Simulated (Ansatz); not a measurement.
PtS2: equation of state with LDA

Crystal: PtS2.

```
CELL_PARAMETERS angstrom
3.54320 0.00000 0.00000
-1.77160 3.06850 0.00000
0.00000 0.00000 5.03880
ATOMIC_POSITIONS crystal
Pt 0.00000 0.00000 0.00000
S 0.66667 0.33333 0.77300
S 0.33333 0.66667 0.22700
```

| Property | Result |
| --- | --- |
| Program | Ansatz 0.2.0 |
| Task | equation of state |
| Functional | LDA |
| Potentials or basis | Ansatz PAW |
| Cutoff | 420 eV |
| Density cutoff | 1680 eV |
| k mesh | 9 × 9 × 5 |
| Occupations | fermi-dirac, width 0.05 eV |
| Spin | no spin polarisation |

| Property | Result |
| --- | --- |
| Equilibrium volume | 18.69 Å³/atom |
| Bulk modulus at fixed shape and positions | 147 GPa |
| Pressure derivative of the bulk modulus | 4.7 |

Energy against volume, from the lowest point:
| volume (Å³/atom) | energy (meV/atom) |
| --- | --- |
| 17.165 | 66.91 |
| 17.531 | 37.09 |
| 17.896 | 16.64 |
| 18.261 | 4.58 |
| 18.626 | 0.00 |
| 18.992 | 2.11 |
| 19.357 | 10.20 |

All runs of the series together: 8.3 s on 2 threads of Arm Neoverse V2 (shared host).

Caveat: the cell was scaled at fixed shape and fractional positions, which overstates the stiffness of a crystal with free parameters, most of all of layers and chains. The run has no spin-orbit coupling, so splittings on Pt are missing.
